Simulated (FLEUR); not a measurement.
**Sn in FLEUR: convergence with minDistance**

Crystal: Sn.

```
Sn
1.0
    -1.89465    1.89465    1.89465
     1.89465   -1.89465    1.89465
     1.89465    1.89465   -1.89465
Sn
1
Direct
  0.00000 0.00000 0.00000
```

This isn't the form of Sn at room conditions, which is tetragonal (white tin).

* Program: FLEUR MaX-R8.1 (later development tree)
* Task: convergence study
* Functional: LDA
* Potentials or basis: all-electron
* Basis: FLAPW
* Kmax: 4.1 1/bohr
* k mesh: 8 × 8 × 8
* Occupations: fermi-dirac, width 0.05 eV
* Spin: no spin polarisation

These are the settings of the first run; the series varies minDistance, with any setting tied to it.

Hardware: 1 thread of Arm Neoverse V1, on a shared host.

| minDistance | energy less the tightest run, at zero smearing (meV/atom) | SCF cycles | CPU time (s) | peak memory (GiB) |
| --- | --- | --- | --- | --- |
| 1e-06 | 0.00 | 13 | 17 | 0.05 |
| 1e-05 | 0.00 | 12 | 16 | 0.05 |
| 0.0001 | 0.00 | 10 | 13 | 0.05 |
| 0.001 | 0.00 | 10 | 14 | 0.05 |
| 0.01 | 0.00 | 8 | 11 | 0.05 |
| 0.03 | 0.00 | 7 | 9.6 | 0.05 |
| 0.1 | 0.00 | 7 | 9.7 | 0.05 |

Against the tightest run, the energy stays within 1 meV/atom from 1e-06 on. The tightest run that finished is the yardstick and may itself not be fully converged.
